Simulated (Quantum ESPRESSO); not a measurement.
# WC (Fm-3m) in Quantum ESPRESSO: further runs

One crystal, WC, is run at these levels: PBEsol, LDA; tasks: single point.

Program: Quantum ESPRESSO 7.5. These are calculated values, not measurements. Logs are shortened: lines on timing, memory, paths and dates and some standing lists are left out, and cuts for length are marked.

## 1. Starting point

It takes space group Fm-3m (No. 225, cubic). Conventional cell: a = 4.385 Å, b = 4.385 Å, c = 4.385 Å, α = 90.00°, β = 90.00°, γ = 90.00°. Around W (site symmetry m-3m) lie 6 C at 2.19 Å. Around C (site symmetry m-3m) lie 6 W at 2.19 Å.

Measurements of this composition are mostly on another form, of space group No. 187.

## 2. Single point, PBEsol

scf.in reads:

```
&CONTROL
  calculation = 'scf'
  prefix = 'pwscf'
  outdir = './tmp'
  pseudo_dir = './pseudo'
/
&SYSTEM
  ibrav = 0
  nat = 2
  ntyp = 2
  ecutwfc = 82
  nbnd = 15
  occupations = 'smearing'
  smearing = 'fd'
  degauss = 0.00367493
  force_symmorphic = .true.
/
&ELECTRONS
  conv_thr = 4d-10
  electron_maxstep = 120
  mixing_beta = 0.5
/
ATOMIC_SPECIES
W    183.8400 W.upf
C     12.0110 C.upf
CELL_PARAMETERS bohr
   0.0000000000    4.1435722378    4.1435722378
   4.1435722378    0.0000000000    4.1435722378
   4.1435722378    4.1435722378    0.0000000000
ATOMIC_POSITIONS bohr
W      0.0000000000    0.0000000000    0.0000000000
C      4.1435722378    4.1435722378    4.1435722378
K_POINTS automatic
16 16 16 0 0 0
```

nscf.in reads:

```
&CONTROL
  calculation = 'nscf'
  prefix = 'pwscf'
  outdir = './tmp'
  pseudo_dir = './pseudo'
/
&SYSTEM
  ibrav = 0
  nat = 2
  ntyp = 2
  ecutwfc = 82
  nbnd = 34
  occupations = 'smearing'
  smearing = 'fd'
  degauss = 0.00367493
  force_symmorphic = .true.
/
&ELECTRONS
  conv_thr = 1d-08
  diago_full_acc = .true.
  diago_thr_init = 1d-06
/
ATOMIC_SPECIES
W    183.8400 W.upf
C     12.0110 C.upf
CELL_PARAMETERS bohr
   0.0000000000    4.1435722378    4.1435722378
   4.1435722378    0.0000000000    4.1435722378
   4.1435722378    4.1435722378    0.0000000000
ATOMIC_POSITIONS bohr
W      0.0000000000    0.0000000000    0.0000000000
C      4.1435722378    4.1435722378    4.1435722378
K_POINTS automatic
16 16 16 0 0 0
```

Potentials or basis: PseudoDojo 0.4.1 SR PBEsol standard.

The run is started by

```
> OMP_NUM_THREADS=1 pw.x -in scf.in > scf.out
> OMP_NUM_THREADS=1 pw.x -in nscf.in > nscf.out
```

scf.out:

```text
This program is part of the open-source Quantum ESPRESSO suite
     for quantum simulation of materials; please cite
[... 9 lines left out ...]
     --------------------
     sticks:   dense  smooth     PW     G-vecs:    dense   smooth      PW
     Sum         769     769    241                14211    14211    2445

     Using Slab Decomposition

     bravais-lattice index     =            0
     lattice parameter (alat)  =       5.8599  a.u.
     unit-cell volume          =     142.2836 (a.u.)^3
     number of atoms/cell      =            2
     number of atomic types    =            2
     number of electrons       =        18.00
     number of Kohn-Sham states=           15
     kinetic-energy cutoff     =      82.0000  Ry
     charge density cutoff     =     328.0000  Ry
     scf convergence threshold =      4.0E-10
     mixing beta               =       0.5000
     number of iterations used =            8  plain     mixing
     Exchange-correlation= PBESOL
                           (   1   4  10   8   0   0   0)

     celldm(1)=   5.859896  celldm(2)=   0.000000  celldm(3)=   0.000000
     celldm(4)=   0.000000  celldm(5)=   0.000000  celldm(6)=   0.000000

[... 8 lines left out ...]
               b(3) = (  0.707107  0.707107 -0.707107 )

     PseudoPot. # 1 for W  read from file:
     W.upf
     Pseudo is Norm-conserving + core correction, Zval = 14.0
     Generated using ONCVPSP code by D. R. Hamann
     Using radial grid of 1396 points,  8 beta functions with:
                l(1) =   0
                l(2) =   0
                l(3) =   1
                l(4) =   1
                l(5) =   2
                l(6) =   2
                l(7) =   3
                l(8) =   3

     PseudoPot. # 2 for C  read from file:
     C.upf
     Pseudo is Norm-conserving + core correction, Zval =  4.0
     Generated using ONCVPSP code by D. R. Hamann
     Using radial grid of 1248 points,  4 beta functions with:
                l(1) =   0
                l(2) =   0
                l(3) =   1
                l(4) =   1

     atomic species   valence    mass     pseudopotential
     W                14.00   183.84000     W ( 1.00)
     C                 4.00    12.01100     C ( 1.00)

     48 Sym. Ops., with inversion, found

   Cartesian axes

     site n.     atom                  positions (alat units)
         1        W      tau(   1) = (   0.0000000   0.0000000   0.0000000  )
         2        C      tau(   2) = (   0.7071068   0.7071068   0.7071068  )

     number of k points=   145  Fermi-Dirac smearing, width (Ry)=  0.0037

     Number of k-points >= 100: set verbosity='high' to print them.

     Dense  grid:    14211 G-vectors     FFT dimensions: (  36,  36,  36)

     Initial potential from superposition of free atoms

     starting charge      17.9995, renormalised to      18.0000
     Starting wfcs are   14 randomized atomic wfcs +    1 random wfcs

     Self-consistent Calculation

     iteration #  1     ecut=    82.00 Ry     beta= 0.50
     Davidson diagonalization with overlap
     ethr =  1.00E-02,  avg # of iterations =  4.6

     total energy              =    -163.43312304 Ry
     estimated scf accuracy    <       0.51970688 Ry

     iteration #  2     ecut=    82.00 Ry     beta= 0.50
     Davidson diagonalization with overlap
     ethr =  2.89E-03,  avg # of iterations =  2.0

     total energy              =    -163.58910121 Ry
     estimated scf accuracy    <       0.28993781 Ry

     iteration #  3     ecut=    82.00 Ry     beta= 0.50
     Davidson diagonalization with overlap
     ethr =  1.61E-03,  avg # of iterations =  1.1

     total energy              =    -163.63983367 Ry
     estimated scf accuracy    <       0.00204807 Ry

     iteration #  4     ecut=    82.00 Ry     beta= 0.50
     Davidson diagonalization with overlap
     ethr =  1.14E-05,  avg # of iterations =  5.2

     total energy              =    -163.64064206 Ry
     estimated scf accuracy    <       0.00036914 Ry

     iteration #  5     ecut=    82.00 Ry     beta= 0.50
     Davidson diagonalization with overlap
     ethr =  2.05E-06,  avg # of iterations =  2.8

     total energy              =    -163.64068952 Ry
     estimated scf accuracy    <       0.00003640 Ry

     iteration #  6     ecut=    82.00 Ry     beta= 0.50
     Davidson diagonalization with overlap
     ethr =  2.02E-07,  avg # of iterations =  2.0

     total energy              =    -163.64069501 Ry
     estimated scf accuracy    <       0.00001200 Ry

     iteration #  7     ecut=    82.00 Ry     beta= 0.50
     Davidson diagonalization with overlap
     ethr =  6.67E-08,  avg # of iterations =  1.1

     total energy              =    -163.64069248 Ry
     estimated scf accuracy    <       0.00000613 Ry

     iteration #  8     ecut=    82.00 Ry     beta= 0.50
     Davidson diagonalization with overlap
     ethr =  3.40E-08,  avg # of iterations =  2.0

     total energy              =    -163.64069335 Ry
     estimated scf accuracy    <       0.00000002 Ry

     iteration #  9     ecut=    82.00 Ry     beta= 0.50
     Davidson diagonalization with overlap
     ethr =  1.31E-10,  avg # of iterations =  3.9

     total energy              =    -163.64069336 Ry
     estimated scf accuracy    <       0.00000001 Ry

     iteration # 10     ecut=    82.00 Ry     beta= 0.50
     Davidson diagonalization with overlap
     ethr =  8.08E-11,  avg # of iterations =  1.9

     total energy              =    -163.64069336 Ry
     estimated scf accuracy    <          2.8E-09 Ry

     iteration # 11     ecut=    82.00 Ry     beta= 0.50
     Davidson diagonalization with overlap
     ethr =  1.56E-11,  avg # of iterations =  2.0

     End of self-consistent calculation

     Number of k-points >= 100: set verbosity='high' to print the bands.

     the Fermi energy is    21.6049 ev

!    total energy              =    -163.64069336 Ry
     estimated scf accuracy    <          9.9E-11 Ry
     smearing contrib. (-TS)   =      -0.00063845 Ry
     internal energy E=F+TS    =    -163.64005491 Ry

     The total energy is F=E-TS. E is the sum of the following terms:
     one-electron contribution =     -11.55998110 Ry
     hartree contribution      =      17.14773574 Ry
     xc contribution           =     -37.21118476 Ry
     ewald contribution        =    -132.01662479 Ry

     convergence has been achieved in  11 iterations

=------------------------------------------------------------------------------=
   JOB DONE.
=------------------------------------------------------------------------------=
```

It took 2.3 min on 1 thread of Arm Neoverse V2, shared host; peak memory 0.1 GiB.

Results:

| Item | Value |
| --- | --- |
| Band gap on the k mesh, mean-field level | none (metal or under the smearing width) |

Spin-orbit coupling is left out, which matters for the levels of W.

## 3. Single point, LDA

scf.in reads:

```
&CONTROL
  calculation = 'scf'
  prefix = 'pwscf'
  outdir = './tmp'
  pseudo_dir = './pseudo'
/
&SYSTEM
  ibrav = 0
  nat = 2
  ntyp = 2
  ecutwfc = 82
  nbnd = 15
  occupations = 'smearing'
  smearing = 'fd'
  degauss = 0.00367493
  force_symmorphic = .true.
/
&ELECTRONS
  conv_thr = 4d-10
  electron_maxstep = 120
  mixing_beta = 0.5
/
ATOMIC_SPECIES
W    183.8400 W.upf
C     12.0110 C.upf
CELL_PARAMETERS angstrom
   0.0000000000    2.1926840000    2.1926840000
   2.1926840000    0.0000000000    2.1926840000
   2.1926840000    2.1926840000    0.0000000000
ATOMIC_POSITIONS crystal
W      0.0000000000    0.0000000000    0.0000000000
C      0.5000000000    0.5000000000    0.5000000000
K_POINTS automatic
10 10 10 0 0 0
```

nscf.in reads:

```
&CONTROL
  calculation = 'nscf'
  prefix = 'pwscf'
  outdir = './tmp'
  pseudo_dir = './pseudo'
/
&SYSTEM
  ibrav = 0
  nat = 2
  ntyp = 2
  ecutwfc = 82
  nbnd = 159
  occupations = 'smearing'
  smearing = 'fd'
  degauss = 0.00367493
  force_symmorphic = .true.
/
&ELECTRONS
  conv_thr = 1d-08
  diago_full_acc = .true.
  diago_thr_init = 1d-06
/
ATOMIC_SPECIES
W    183.8400 W.upf
C     12.0110 C.upf
CELL_PARAMETERS angstrom
   0.0000000000    2.1926840000    2.1926840000
   2.1926840000    0.0000000000    2.1926840000
   2.1926840000    2.1926840000    0.0000000000
ATOMIC_POSITIONS crystal
W      0.0000000000    0.0000000000    0.0000000000
C      0.5000000000    0.5000000000    0.5000000000
K_POINTS automatic
6 6 6 0 0 0
```

Potentials or basis: PseudoDojo 0.4.1 SR LDA standard.

The run is started by

```
> OMP_NUM_THREADS=1 pw.x -in scf.in > scf.out
> OMP_NUM_THREADS=1 pw.x -in nscf.in > nscf.out
```

scf.out:

```text
This program is part of the open-source Quantum ESPRESSO suite
     for quantum simulation of materials; please cite
[... 9 lines left out ...]
     --------------------
     sticks:   dense  smooth     PW     G-vecs:    dense   smooth      PW
     Sum         769     769    241                14211    14211    2421

     Using Slab Decomposition

     bravais-lattice index     =            0
     lattice parameter (alat)  =       5.8599  a.u.
     unit-cell volume          =     142.2836 (a.u.)^3
     number of atoms/cell      =            2
     number of atomic types    =            2
     number of electrons       =        18.00
     number of Kohn-Sham states=           15
     kinetic-energy cutoff     =      82.0000  Ry
     charge density cutoff     =     328.0000  Ry
     scf convergence threshold =      4.0E-10
     mixing beta               =       0.5000
     number of iterations used =            8  plain     mixing
     Exchange-correlation= SLA  PW   NOGX NOGC
                           (   1   4   0   0   0   0   0)

     celldm(1)=   5.859896  celldm(2)=   0.000000  celldm(3)=   0.000000
     celldm(4)=   0.000000  celldm(5)=   0.000000  celldm(6)=   0.000000

[... 8 lines left out ...]
               b(3) = (  0.707107  0.707107 -0.707107 )

     PseudoPot. # 1 for W  read from file:
     W.upf
     Pseudo is Norm-conserving + core correction, Zval = 14.0
     Generated using ONCVPSP code by D. R. Hamann
     Using radial grid of 1380 points,  8 beta functions with:
                l(1) =   0
                l(2) =   0
                l(3) =   1
                l(4) =   1
                l(5) =   2
                l(6) =   2
                l(7) =   3
                l(8) =   3

     PseudoPot. # 2 for C  read from file:
     C.upf
     Pseudo is Norm-conserving + core correction, Zval =  4.0
     Generated using ONCVPSP code by D. R. Hamann
     Using radial grid of 1234 points,  4 beta functions with:
                l(1) =   0
                l(2) =   0
                l(3) =   1
                l(4) =   1

     atomic species   valence    mass     pseudopotential
     W                14.00   183.84000     W ( 1.00)
     C                 4.00    12.01100     C ( 1.00)

     48 Sym. Ops., with inversion, found

   Cartesian axes

     site n.     atom                  positions (alat units)
         1        W      tau(   1) = (   0.0000000   0.0000000   0.0000000  )
         2        C      tau(   2) = (   0.7071068   0.7071068   0.7071068  )

     number of k points=    47  Fermi-Dirac smearing, width (Ry)=  0.0037
                       cart. coord. in units 2pi/alat
        k(    1) = (   0.0000000   0.0000000   0.0000000), wk =   0.0020000
        k(    2) = (   0.0707107   0.0707107  -0.0707107), wk =   0.0160000
        k(    3) = (   0.1414214   0.1414214  -0.1414214), wk =   0.0160000
        k(    4) = (   0.2121320   0.2121320  -0.2121320), wk =   0.0160000
        k(    5) = (   0.2828427   0.2828427  -0.2828427), wk =   0.0160000
        k(    6) = (  -0.3535534  -0.3535534   0.3535534), wk =   0.0080000
[... 39 lines left out ...]
        k(   46) = (  -0.0707107  -0.3535534   0.6363961), wk =   0.0480000
        k(   47) = (  -0.7071068   0.2828427   0.0000000), wk =   0.0240000

     Dense  grid:    14211 G-vectors     FFT dimensions: (  36,  36,  36)

     Initial potential from superposition of free atoms

     starting charge      17.9995, renormalised to      18.0000
     Starting wfcs are   14 randomized atomic wfcs +    1 random wfcs

     Self-consistent Calculation

     iteration #  1     ecut=    82.00 Ry     beta= 0.50
     Davidson diagonalization with overlap
     ethr =  1.00E-02,  avg # of iterations =  4.6

     total energy              =    -163.66446475 Ry
     estimated scf accuracy    <       0.54941854 Ry
[... 57 lines left out ...]
     iteration # 10     ecut=    82.00 Ry     beta= 0.50
     Davidson diagonalization with overlap
     ethr =  3.06E-11,  avg # of iterations =  2.4

     End of self-consistent calculation

          k = 0.0000 0.0000 0.0000 (  1807 PWs)   bands (ev):

   -54.0280 -18.0082 -18.0082 -18.0082   5.7117  18.6179  18.6179  18.6179
    20.3404  20.3404  20.3404  20.4002  20.4002  27.9413  31.1236

          k = 0.0707 0.0707-0.0707 (  1798 PWs)   bands (ev):
[... 141 lines left out ...]
   -53.9793 -18.4778 -18.3064 -18.1844   8.5006  14.9111  15.6048  17.0426
    19.2438  23.0672  23.8147  25.1396  26.4667  30.3735  32.9577

          k =-0.7071 0.0000 0.0000 (  1772 PWs)   bands (ev):

   -53.9788 -18.5367 -18.2176 -18.2176   7.9602  15.6245  15.8535  18.9190
    18.9190  22.2078  23.6134  23.6134  26.7706  28.6648  33.1324

          k = 0.2828 0.1414 0.0000 (  1790 PWs)   bands (ev):

   -54.0080 -18.2676 -18.1050 -18.0502   7.3468  14.8892  16.5231  16.7610
    19.0649  21.3099  22.5914  23.3892  26.6417  30.6454  34.2440

          k = 0.3536 0.2121-0.0707 (  1787 PWs)   bands (ev):
[... 51 lines left out ...]
   -53.9805 -18.4014 -18.3798 -18.1687   9.0165  14.1161  15.4093  15.9243
    20.7326  22.2737  23.8141  25.7213  26.9199  32.3566  33.2406

          k =-0.7071 0.1414 0.0000 (  1786 PWs)   bands (ev):

   -53.9788 -18.5068 -18.2486 -18.2196   8.2336  15.4700  15.7149  17.2156
    19.5766  23.4249  23.5499  23.6166  26.6982  29.6733  33.0796

          k =-0.1414-0.4243 0.7071 (  1799 PWs)   bands (ev):
[... 6 lines left out ...]
   -53.9800 -18.4138 -18.3503 -18.1947   9.0011  14.3387  15.3631  15.7253
    21.5870  21.7632  23.6385  25.5553  26.5858  33.0809  33.0951

          k =-0.7071 0.2828 0.0000 (  1770 PWs)   bands (ev):

   -53.9788 -18.4279 -18.3293 -18.2228   8.7743  15.3347  15.3663  15.4533
    21.0542  22.5661  23.6217  24.6472  26.3866  32.3220  33.5305

     the Fermi energy is    21.4112 ev

!    total energy              =    -163.88439535 Ry
     estimated scf accuracy    <          1.6E-10 Ry
     smearing contrib. (-TS)   =      -0.00046929 Ry
     internal energy E=F+TS    =    -163.88392606 Ry

     The total energy is F=E-TS. E is the sum of the following terms:
     one-electron contribution =     -11.84630358 Ry
     hartree contribution      =      17.21413410 Ry
     xc contribution           =     -37.23513179 Ry
     ewald contribution        =    -132.01662479 Ry

     convergence has been achieved in  10 iterations

=------------------------------------------------------------------------------=
   JOB DONE.
=------------------------------------------------------------------------------=
```

Run time: 42 s. Hardware: 1 thread of AMD EPYC 7R43 (Zen 3), shared host; peak memory 0.06 GiB.

What came out:

```
Band gap on the k mesh, mean-field level : none (metal or under the smearing width)
```

Caveat: the k mesh is coarse (spacing up to 0.41 Å⁻¹), so the values aren't converged.
